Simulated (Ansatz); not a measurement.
Runs of Ansatz 0.2.0 on TiSe. Symmetry: P6_3/mmc, No. 194, hexagonal system. The conventional cell has a = 3.559 Å, b = 3.559 Å, c = 6.220 Å, α = 90.00°, β = 90.00°, γ = 120.00°. Se (site symmetry -6m2) is surrounded by 6 Ti at 2.58 Å. Ti (site symmetry -3m) has 6 Se at 2.58 Å as nearest neighbours. 

| level | gap on the mesh (eV) | pressure (GPa) | relaxed volume (Å³/atom) |
| --- | --- | --- | --- |
| PBEsol | none | 0.0 | 16.49 |
| PBEsol+D3(BJ) | none | 0.0 | (a) |
| PBEsol+D3(BJ)-ATM | none | 0.0 | 15.91 |
| PBEsol+D4 | none | 0.0 | 16.22 |

Alike in all rows: task relaxation of cell and atoms; potentials or basis Ansatz PAW; no spin polarisation; cell relaxed; k mesh 9 × 9 × 5; cutoff (eV) 420; smearing fermi-dirac 0.05 eV.

Q: Estimate the missing entries.

A: (a) 15.80.

Caveats: the plane-wave basis is chosen anew once the cell has moved, so the energies of steps on either side of that aren't comparable; the PAW data sets come from PBE, with cores solved anew for the run's functional, which leaves a small shift of forces and pressure; pairwise dispersion overbinds metals, which lowers pressure and volume (some runs).

A k mesh can miss the band edges, and the runs leave out spin-orbit coupling on Se.

A gap of «none» marks a metal or a gap under the smearing width.
